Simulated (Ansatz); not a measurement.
A run of Ansatz 0.2.0:

Contents of input.yaml:

```yaml
crystal:
  lattice:
    - [3.070045642, 0.0, 0.0]
    - [-1.535022821, 2.6587375167, 0.0]
    - [0.0, 0.0, 4.678428]
  atoms:
    - { symbol: W, position: [0.6666666667, 0.3333333333, 0.253669] }
    - { symbol: W, position: [0.3333333333, 0.6666666667, 0.746331] }
    - { symbol: C, position: [0.0, 0.0, 0.0] }
hamiltonian:
  xc: pbe
  pseudopotentials: { kind: paw, source: ansatz }
kpoints:
  mp_grid: { grid: [6, 6, 4] }
scf:
  occupations: { method: fermi_dirac, width: 0.1 }
output:
  forces: true
  stress: true
elastic:
  mode: relaxed_ion
  stencil: two_point
```

Potentials or basis: Ansatz PAW earlier set.

Run with:

```sh
$ ansatz run input.yaml --threads 2 --pin off --max-ram 5120MiB --backend cpu --events-out ev --progress --plain --runs-dir out
```

Hardware: 2 threads of Arm Neoverse V1 (shared host).

Task: How long does it take, and how much memory?

Result: Run time: 2.4 min on 2 threads of Arm Neoverse V1 (shared host), peak memory 0.48 GiB. Counts: scf iterations 314, plane waves 1995, k points 24, bands 36, ion steps 23.
